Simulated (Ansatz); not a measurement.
**How far is this SiC from the hull?**

Method: DFT PBE, scalar-relativistic, plane waves, PAW in Ansatz. All cells share a 420 eV cutoff and Γ-centred k meshes spaced at most about 0.3 Å⁻¹ (2π included). No spin polarisation.

Formation energies are uncorrected and refer to the elements' standard structures at the same level.

All energies are static (0 K, no zero-point motion). No dispersion correction is applied, so the spacing and binding between layers, chains or molecules are poorly described (P-6m2), and this can change margins and order among such cells. The reference form of C is held partly by dispersion forces, which this level lacks.

The competitors are the elements and 1 reference phase of this chemical system (from databases or known types: SiC), relaxed at the same level; other known phases may be missing.

The candidate was reached from: Si/C ordered on a cell of C.

```
CELL_PARAMETERS angstrom
3.09681 0.00000 0.00000
-1.54840 2.68191 0.00000
0.00000 0.00000 5.58462
ATOMIC_POSITIONS crystal
Si 0.66667 0.33333 0.00000
C 0.33333 0.66667 0.00000
```

Question: Where does it stand against these competitors?

Answer: Not the lowest form: another structure of the same formula lies lower. Its formation energy is 0.299 eV/atom. The lowest competing phase at this composition is this:

| phase | space group | source | share of atoms | ΔE_f (eV/atom) |
| --- | --- | --- | --- | --- |
| SiC | P6_3mc (No. 186) | Materials Project | 1.0000 | -0.204 |

The candidate lies 0.50 eV/atom above this phase. The candidate matches no cell in the subsets of the Crystallography Open Database and the Materials Project at hand. A phase this far over the hull is unlikely to be made.
